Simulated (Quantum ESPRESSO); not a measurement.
Input of a Quantum ESPRESSO 7.5 run:

File pw.in:

```
&CONTROL
  calculation = 'scf'
  prefix = 'pwscf'
  outdir = './tmp'
  pseudo_dir = './pseudo'
  tprnfor = .true.
  tstress = .true.
  disk_io = 'low'
/
&SYSTEM
  ibrav = 0
  celldm(1) = 8
  nat = 1
  ntyp = 1
  ecutwfc = 68
  ecutrho = 544
  nbnd = 13
  occupations = 'smearing'
  smearing = 'fd'
  degauss = 0.00367493
/
&ELECTRONS
  conv_thr = 2d-10
  electron_maxstep = 120
  mixing_beta = 0.5
/
ATOMIC_SPECIES
Sn   118.7100 sn_pbesol_v1.4.uspp.F.UPF
CELL_PARAMETERS alat
 -0.4793265302226   0.4793265302226   0.3922976923850
  0.4793265302226  -0.4793265302226   0.3922976923850
  0.4793265302226   0.4793265302226  -0.3922976923850
ATOMIC_POSITIONS crystal
Sn     0.0000000000    0.0000000000    0.0000000000
K_POINTS automatic
10 10 10 0 0 0
```

The input pp_density.in:

```
&INPUTPP
  prefix = 'pwscf'
  outdir = './tmp'
  filplot = 'density.dat'
  plot_num = 0
/
&PLOT
  nfile = 1
  filepp(1) = 'density.dat'
  iflag = 3
  output_format = 6
  fileout = 'density.cube'
/
```

pp_potential.in

```
&INPUTPP
  prefix = 'pwscf'
  outdir = './tmp'
  filplot = 'potential.dat'
  plot_num = 11
/
&PLOT
  nfile = 1
  filepp(1) = 'potential.dat'
  iflag = 3
  output_format = 6
  fileout = 'potential.cube'
/
```

Potentials or basis: GBRV 1.5 PBEsol.

Command:

```bash
$ OMP_NUM_THREADS=1 mpirun -n 2 pw.x -nk 2 -in pw.in > pw.out
$ OMP_NUM_THREADS=1 mpirun -n 1 pp.x -in pp_density.in > pp_density.out
$ OMP_NUM_THREADS=1 mpirun -n 1 pp.x -in pp_potential.in > pp_potential.out
```

(1) Estimate the band gap on the k mesh.

(2) Estimate the pressure.

Results:

(1) none (metal or under the smearing width).

(2) -2.2 GPa.
